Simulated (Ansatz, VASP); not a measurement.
# Ta2N in VASP and in Ansatz

The input INCAR:

```
SYSTEM = Ta2N
PREC     = Accurate       ! precision mode
ENCUT    = 520            ! plane-wave cutoff, eV
EDIFF    = 1E-7           ! SCF threshold, eV
ISMEAR   = -1             ! smearing method
SIGMA    = 0.05           ! smearing width, eV
LREAL    = .FALSE.        ! projectors in reciprocal space
LASPH    = .TRUE.         ! aspherical terms in the spheres
NELM     = 100            ! most SCF steps
ALGO     = Normal         ! electronic algorithm
ISIF     = 2              ! what is computed and relaxed
LWAVE    = .FALSE.        ! write WAVECAR
LCHARG   = .FALSE.        ! write CHGCAR
GGA      = CA             ! functional
NBANDS   = 20             ! bands
```

File KPOINTS:

```
Automatic mesh
0
G
  10 10 6
  0 0 0
```

The input POSCAR:

```
Ta2N
1.0
    3.1128615060      0.0000000000      0.0000000000
   -1.5564307530      2.6958171426      0.0000000000
    0.0000000000      0.0000000000      4.8698410000
Ta N
2 1
Direct
    0.3333333333      0.6666666667      0.2547110000
    0.6666666667      0.3333333333      0.7452890000
    0.0000000000      0.0000000000      0.0000000000
```

The input input.yaml:

```yaml
crystal:
  lattice:
    - [3.112861506, 0.0, 0.0]
    - [-1.556430753, 2.6958171426, 0.0]
    - [0.0, 0.0, 4.869841]
  atoms:
    - { symbol: Ta, position: [0.3333333333, 0.6666666667, 0.254711] }
    - { symbol: Ta, position: [0.6666666667, 0.3333333333, 0.745289] }
    - { symbol: "N", position: [0.0, 0.0, 0.0] }
hamiltonian:
  xc: lda
  pseudopotentials: { kind: paw }
kpoints:
  mp_grid: { grid: [10, 10, 6] }
  band_path:
    path:
      - [[0.0, 0.0, 0.0], [0.5, 0.0, 0.0], [0.3333333333, 0.3333333333, 0.0], [0.0, 0.0, 0.0], [0.0, 0.0, 0.5], [0.5, 0.0, 0.5], [0.3333333333, 0.3333333333, 0.5], [0.0, 0.0, 0.5]]
      - [[0.5, 0.0, 0.5], [0.5, 0.0, 0.0]]
      - [[0.3333333333, 0.3333333333, 0.0], [0.3333333333, 0.3333333333, 0.5]]
    npoints: 14
scf:
  occupations: { method: fermi_dirac, width: 0.05 }
  n_extra_bands: 7
output:
  forces: true
  stress: true
  eigenvalues: true
  fatbands: false
```

The cell comes from a database or a generator and needn't be the stable form of this composition.

Alike in both runs: functional LDA; k mesh 10 × 10 × 6; occupations fermi-dirac, width 0.05 eV; no spin polarisation.

|  | VASP | Ansatz |
| --- | --- | --- |
| version | VASP 6.6.1 | Ansatz 0.2.0 |
| potentials or method | VASP PAW LDA potentials, release 64 (Ta_pv, N) | Ansatz PAW |
| plane-wave cutoff (eV) | 520 | 420 |
| valence electrons in the cell | 27 | 31 |
| task | single point | band structure |

```tsv
	VASP	Ansatz	Ansatz less VASP
gap on the k mesh at the Fermi level (eV)	none	none	-
pressure (GPa)	-13.2	-14.5	-1.27
largest component of the traceless stress (GPa)	0.09	0.16	+0.076
rms of the force components (eV/Å)	0.191	0.210	+0.0188
```

Atom by atom the forces differ by 0.019 eV/Å (rms over components). A gap of «none» marks a metal or a gap that the smearing closes. The two sets of potentials don't hold the same shells in valence.

Caveats: the pressure holds a Pulay correction of +0.3 GPa for the finite cutoff (Ansatz); spin-orbit coupling is left out, which moves the levels of the heavy elements (Ansatz); the PAW data sets come from PBE, with cores solved anew for the run's functional, which leaves a small shift of forces and pressure (Ansatz). The runs have no spin-orbit coupling, so splittings on Ta are missing.
